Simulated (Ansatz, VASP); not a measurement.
BN (pbesol) in VASP and in Ansatz

```xyz
4
Lattice="2.5291 0.0000 0.0000 -1.2646 2.1903 0.0000 0.0000 0.0000 7.0990" Properties=species:S:1:pos:R:3 pbc="T T T"
B     0.0000    1.4602    1.7748
B     1.2646    0.7301    5.3243
N     0.0000    1.4602    5.3243
N     1.2646    0.7301    1.7748
```

Alike in both runs: task relaxation of shape and atoms at fixed volume; functional PBEsol; k mesh 12 × 12 × 4; occupations gaussian, width 0.02 eV; no spin polarisation.

|  | VASP | Ansatz |
| --- | --- | --- |
| version | VASP 6.6.1 | Ansatz 0.2.0 |
| potentials or method | VASP PAW PBE potentials, release 64 (B, N) | scalar-relativistic, plane waves, PAW |
| plane-wave cutoff (eV) | 600 | 420 |
| valence electrons in the cell | 16 | 16 |

```csv
,VASP,Ansatz,Ansatz less VASP
"gap on the k mesh at the Fermi level, each at its own relaxed structure (eV)",4.30,4.32,+0.015
relaxed volume (Å³/atom),9.83,9.83,0.000
relaxed cell length with the largest relative difference (Å),7.230,7.238,+0.0076
energy change over the relaxation (meV/atom),-5,-6,-0.6
```

Caveats: the PAW data sets were made with another functional, which shifts forces and pressure a little (VASP); this functional lacks dispersion, which binds the layers, so the pressure and a relaxed spacing across them are unreliable. A k mesh can miss the band edges.
